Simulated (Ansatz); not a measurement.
# Direct or indirect: CaH2S2 sheet (P3m1)

```
Ca S H
1.0
     4.49856    0.00000    0.00000
     2.24928    3.89587    0.00000
     0.00000    0.00000   30.66582
Ca S H
1 2 2
Direct
  0.66667 0.66667 0.33241
  0.00000 0.00000 0.28765
  0.33333 0.33333 0.37193
  0.00000 0.00000 0.24363
  0.33333 0.33333 0.32739
```

Method: Ansatz, PBE, independent particles, without spin-orbit coupling, line width 0.1 eV (Gaussian). The band structure gives a fundamental gap of 3.92 eV. The spectrum of vertical transitions near the edge:

| E (eV) | absorbance (%), E ∥ xy |
| --- | --- |
| 3.42 | 0.00 |
| 3.54 | 0.00 |
| 3.66 | 0.00 |
| 3.78 | 0.05 |
| 3.90 | 0.70 |
| 4.02 | 1.85 |
| 4.14 | 2.71 |
| 4.26 | 3.26 |
| 4.38 | 3.24 |
| 4.50 | 2.81 |
| 4.62 | 1.96 |
| 4.74 | 1.67 |
| 4.86 | 3.70 |
| 4.98 | 9.46 |
| 5.10 | 13.47 |

(1) Is the gap direct or indirect, and about where do vertical transitions set in?

Answers

(1) Direct: the band path has its least direct gap at the fundamental one, 3.92 eV, and the curves rise from there. Lines are broadened by 0.1 eV, which spreads the edge.

Cells made by substitution are models, which may or may not match a known phase.

[Logs are printed without paths, hosts, clocks, repeated set-up lines and the standing remarks that a program may print on its own settings, such as how far it seeks lower states.]
